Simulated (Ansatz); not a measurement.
Is this LiCl structure a true minimum?

The cell was reached from a generator's guess, though it ends in a space group that the Crystallography Open Database lists for this formula.

Level of theory: DFT PBE, scalar-relativistic, plane waves, PAW (Ansatz 0.2.0). Plane waves to 420 eV, a k mesh through Γ of 8×8×8 on the computed 2-atom cell and Gaussian smearing (0.02 eV); no spin polarisation.

The cell below (2 atoms, space group Fm-3m (No. 225)) is relaxed within its symmetry.

```yaml
crystal:
  lattice:
    - [0.00000, 2.57461, 2.57461]
    - [2.57461, 0.00000, 2.57461]
    - [2.57461, 2.57461, 0.00000]
  atoms:
    - { symbol: Li, position: [0.00000, 0.00000, 0.00000] }
    - { symbol: Cl, position: [0.50000, 0.50000, 0.50000] }
```

For the test a repeat of it with 8 atoms (edges 3.64, 6.31, 6.31 Å) was strained at random (σ = 1.5 % a component), the atoms were moved at random (σ = 0.05 Å), and all was relaxed again on a coarse 4×2×2 mesh (in the run’s order of axes) with 0.10 eV smearing, with no symmetry imposed.

Question: Is the structure stable against such a distortion?

Answer: It returns, within 1 meV/atom of the unmoved cell on that mesh and with the same symmetry when read at 0.1 Å (P2_1/m at 0.01 Å, so small strains and shifts remain). So it is stable against the distortions that fit this cell and that this random move excites. Modes that don't fit the cell aren't tested.
